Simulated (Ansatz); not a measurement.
## A Si vacancy and a C vacancy, 1.89 Å apart on the ideal sites in 4H-SiC, 94 atoms, charge 0 (k site)

All numbers come from Ansatz (PAW, plane waves, no spin–orbit coupling) at the single k point (¼, ¼, ¼) without its symmetry partners. The atoms were relaxed with PBEsol in a fixed cell; other functionals are single points on those atoms unless said otherwise. The valence top and gap of the host come from its small cell on a dense mesh, with the band extrema sought between the mesh points, lined up by the mean potential, PBEsol gap 2.12 eV, r²SCAN gap 2.60 eV.

Cell: a = 9.234 Å, b = 10.663 Å, c = 10.076 Å, α = 90.00°, β = 90.00°, γ = 90.00°.

Nearest atoms after relaxation, from the placed atom (for vacancies from the middle of the vacant sites): Si at 2.39 Å, Si at 2.40 Å, Si at 2.40 Å, C at 2.47 Å, C at 2.51 Å, C at 2.53 Å, C at 3.18 Å, Si at 3.18 Å.

Chemical potentials μ are those of reference phases of the elements at zero temperature by the same functional (the usual solids, diamond for C, grey Sn, and the molecules H2, N2, O2, F2, Cl2, Br2 and S8).

```tsv
functional	E(defect) − E(host) − Σ nμ + q·E_VBM (eV)	monopole (eV)	alignment (eV)	formation energy at E_F = VBM (eV)	moment (μB)	wall time, shared host
PBEsol	8.39	0.00	0.00	8.39	0 (no spin)	7.1 s on NVIDIA H100 (relaxation)
r²SCAN	8.89	0.00	0.00	8.89	0 (no spin)	7.6 s on NVIDIA H100
```

r²SCAN one-electron levels near the gap (the ten most localised at most), from the host's valence top:

| level (eV) | spin | filling | atoms sharing it | element of the atom with most weight |
| --- | --- | --- | --- | --- |
| -0.17 | both | 2.00 | 17.7 | C |
| 0.73 | both | 2.00 | 8.0 | C |
| 1.00 | both | 0.00 | 8.3 | C |
| 2.23 | both | 0.00 | 9.9 | Si |
| 2.32 | both | 0.00 | 10.9 | Si |

The runs had no spin polarisation though PBEsol leaves holes or close levels at the Fermi level; a state of higher spin may be lower.

All elements are taken at their own reference at once; growth conditions in equilibrium with the host shift these energies, by up to the host's formation enthalpy.

One k point and a cell of this size can leave errors of several tenths of an eV in such numbers.
